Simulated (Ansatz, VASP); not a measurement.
# One calculation of CuI (Marshite), two programs

```xyz
2
Lattice="0.0000 3.0315 3.0315 3.0315 0.0000 3.0315 3.0315 3.0315 0.0000" Properties=species:S:1:pos:R:3 pbc="T T T"
Cu    1.5157    1.5157    1.5157
I     0.0000    0.0000    0.0000
```

Alike in both runs: functional PBE; k mesh 8 × 8 × 8; occupations fermi-dirac, width 0.02 eV; no spin polarisation.

Ansatz relaxed the structure, and its values are those at the end. VASP's run is a single point on that final structure, the one shown.

|  | VASP | Ansatz |
| --- | --- | --- |
| version | VASP 6.6.1 | Ansatz 0.2.0 |
| potentials or method | VASP PAW PBE potentials, release 64 (Cu, I) | plane-wave PAW, scalar-relativistic |
| plane-wave cutoff (eV) | 520 | 420 |
| valence electrons in the cell | 18 | 36 |

Ansatz gave:

* gap on the k mesh at the Fermi level (eV): 1.12
* pressure (GPa): 0.3

Problem. Which values does VASP return?

Solution. gap on the k mesh at the Fermi level (eV): 1.14; pressure (GPa): 0.3.

The two sets of potentials don't hold the same shells in valence. Ansatz warned: «gradients_without_spin_orbit».

Caveats: spin-orbit coupling is left out, which moves the levels of the heavy elements. As with any semilocal functional, this PBE gap is likely too small.
